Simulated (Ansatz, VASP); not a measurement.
**WC: VASP beside Ansatz**

Contents of INCAR:

```
SYSTEM = WC
ALGO     = Normal         ! electronic algorithm
EDIFF    = 1E-6           ! SCF threshold, eV
ENCUT    = 520            ! plane-wave cutoff, eV
GGA      = CA             ! functional
ISIF     = 2              ! what is computed and relaxed
ISMEAR   = -1             ! smearing method
LASPH    = .True.         ! aspherical terms in the spheres
LCHARG   = .True.         ! write CHGCAR
LELF     = .True.         ! ELF
LREAL    = .False.        ! projectors in reciprocal space
LVHAR    = .True.       
LWAVE    = .False.        ! write WAVECAR
NBANDS   = 16             ! bands
NELM     = 100            ! most SCF steps
PREC     = Accurate       ! precision mode
SIGMA    = 0.05           ! smearing width, eV
```

File KPOINTS:

```
k-points
0
Gamma
  10 10 10
  0 0 0
```

The input POSCAR:

```
WC
1.0
    0.0000000000      2.1926840000      2.1926840000
    2.1926840000      0.0000000000      2.1926840000
    2.1926840000      2.1926840000      0.0000000000
W C
1 1
Direct
    0.0000000000      0.0000000000      0.0000000000
    0.5000000000      0.5000000000      0.5000000000
```

input.yaml

```yaml
crystal:
  lattice:
    - [0.0, 2.192684, 2.192684]
    - [2.192684, 0.0, 2.192684]
    - [2.192684, 2.192684, 0.0]
  atoms:
    - { symbol: W, position: [0.0, 0.0, 0.0] }
    - { symbol: C, position: [0.5, 0.5, 0.5] }
kpoints:
  mp_grid: { grid: [10, 10, 10] }
  band_path:
    path:
      - [0.0, 0.0, 0.0]
      - [0.5, 0.0, 0.5]
      - [0.5, 0.25, 0.75]
      - [0.375, 0.375, 0.75]
      - [0.0, 0.0, 0.0]
      - [0.5, 0.5, 0.5]
      - [0.625, 0.25, 0.625]
      - [0.5, 0.25, 0.75]
    npoints: 12
scf:
  occupations: { method: fermi_dirac, width: 0.05 }
hamiltonian:
  xc: lda
  pseudopotentials: { kind: all_electron, lapw: { basis_error: 0.001 } }
output:
  forces: true
  stress: true
  eigenvalues: true
```

Alike in both runs: functional LDA; k mesh 10 × 10 × 10; occupations fermi-dirac, width 0.05 eV; no spin polarisation.

```csv
,VASP,Ansatz
version,VASP 6.6.1,Ansatz 0.2.0
potentials or method,"VASP PAW LDA potentials, release 64 (W_sv, C)","all-electron LAPW, scalar-relativistic"
plane-wave cutoff (eV),520,see its input
task,single point,band structure
```

|  | VASP | Ansatz | Ansatz less VASP |
| --- | --- | --- | --- |
| gap on the k mesh at the Fermi level (eV) | none | none | - |
| pressure (GPa) | -14.0 | -16.1 | -2.06 |

A gap of «none» marks a metal or a gap that the smearing closes. Ansatz ran all-electron here, so the differences hold the error of VASP's frozen core and of both bases.

Caveats: spin-orbit coupling is left out, which moves the levels of the heavy elements (Ansatz). The runs have no spin-orbit coupling, so splittings on W are missing.
